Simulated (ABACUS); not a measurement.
**NaCl under changes of volume**

One of the cells (21.813 Å³/atom); the others are scaled copies at fixed shape and fractional positions:

```
Cl Na
1.0
     0.00000    2.79406    2.79406
     2.79406    0.00000    2.79406
     2.79406    2.79406    0.00000
Cl Na
1 1
Direct
  0.50000 0.50000 0.50000
  0.00000 0.00000 0.00000
```

The cell is a database's computed one.

- Program: ABACUS 3.10.1
- Functional: PW91
- Potentials or basis: PseudoDojo NC SR 0.5 PBE stringent
- Cutoff: 1211 eV
- Density cutoff: 4844 eV
- Basis: plane waves
- k mesh: 6 × 6 × 6
- Occupations: fermi-dirac, width 0.05 eV
- Spin: no spin polarisation

```csv
volume (Å³/atom),energy over the lowest point (meV/atom),pressure (GPa),gap on the mesh (eV)
20.504,26.58,3.7,5.48
20.940,17.63,2.9,5.39
21.376,10.76,2.2,5.30
21.813,5.73,1.5,5.22
22.249,2.38,0.9,5.15
22.685,?,?,?
23.121,0.00,-0.1,5.00
```

Q: What does the run at 22.685 Å³/atom give?

A: Energy over the lowest point 0.52 meV/atom; pressure 0.4 GPa; gap on the mesh 5.07 eV.

Worked out: A Birch-Murnaghan fit of order 3 (a polynomial in V^(-2/3)) to the other rows has its minimum at 23.08 Å³/atom with B0 = V·E''(V) = 24 GPa and B' = 4.7. It gives 0.52 meV/atom at 22.685 Å³/atom, against the run's 0.52, and -dE/dV = 0.4 GPa, against 0.4. A straight line through the other rows of the gap, of slope -3.98 eV per unit of ln V (its deformation potential), gives 5.07 eV, against the run's 5.07.

Energies are extrapolated to zero smearing.

Caveats: the potentials were made for another functional, which shifts forces and pressure.
